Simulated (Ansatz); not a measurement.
Wurtzite InN, treated with r²SCAN+rVV10 in Ansatz (plane waves, PAW).

Settings: plane-wave cutoff 560 eV, 12×12×6 k mesh (along the axes of the cell as run), Fermi–Dirac smearing 0.01 eV, scalar-relativistic PAW data made under PBE.

Cell (relaxed at this level):

Space group P6₃mc (No. 186); a = b = 3.538 Å, c = 5.705 Å, α = β = 90.00°, γ = 120.00°

| atom | site | symmetry | x | y | z |
|---|---|---|---|---|---|
| In | 2b | 3m. | 0.6667 | 0.3333 | 0.4998 |
| N | 2b | 3m. | 0.3333 | 0.6667 | 0.3792 |

Question: Estimate the bulk modulus, band gap and pressure derivative B′ of the bulk modulus that the calculation returns.

Answer: 
- bulk modulus = 144 GPa
- band gap = 0.06 eV
- pressure derivative B′ of the bulk modulus = 4.6

Measured, for comparison: band gap 0.77 eV (zero-point shift of 0.07 eV (the table's estimate, ZP (est)) added back here, E0, Γ; inputs from arXiv:2302.06325); bulk modulus 126 GPa (room temperature, no zero-point or thermal correction; as tabulated in Phys. Rev. B 49, 14 (GaN and InN under pressure), abstract). Computed (rounded) less measured: bulk modulus +14 %.

Note: the bulk modulus comes from volumes at which shape and atoms were relaxed.

Spin–orbit coupling is not included; it can close the smallest gap of 0.06 eV.

Static lattice: no zero-point or thermal effects.

Cost on a shared machine: roughly 10 core-minutes.

Ansatz is a first-principles code.
